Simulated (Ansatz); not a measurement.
WC (Qusongite):

```
CELL_PARAMETERS angstrom
2.90650 0.00000 0.00000
-1.45325 2.51710 0.00000
0.00000 0.00000 2.83660
ATOMIC_POSITIONS crystal
W 0.00000 0.00000 0.00000
C 0.66667 0.33333 0.50000
```

Base run:

| Property | Result |
| --- | --- |
| Program | Ansatz 0.2.0 |
| Functional | PBEsol |
| Potentials or basis | all-electron LAPW, scalar-relativistic |
| Cutoff | 335 eV (chosen from the basis error) |
| Basis error allowed | 0.001 eV/atom |
| k mesh | 10 × 10 × 9 |
| Occupations | fermi-dirac, width 0.05 eV |
| Spin | no spin polarisation |

Its results: band gap on the k mesh none (metal or under the smearing width); pressure -3.4 GPa.

Question: The run is repeated on the same cell with these changes: hubbard terms from none to W d U = 6 eV. What comes out?

Answer: Band gap on the k mesh none (metal or under the smearing width); pressure -2.5 GPa.

Caveats: U is the effective U less J, on atomic orbitals that reach past the spheres (some runs); U without spin polarisation on a metal has little footing (some runs); the U is typed as a test and isn't derived for this compound (some runs).
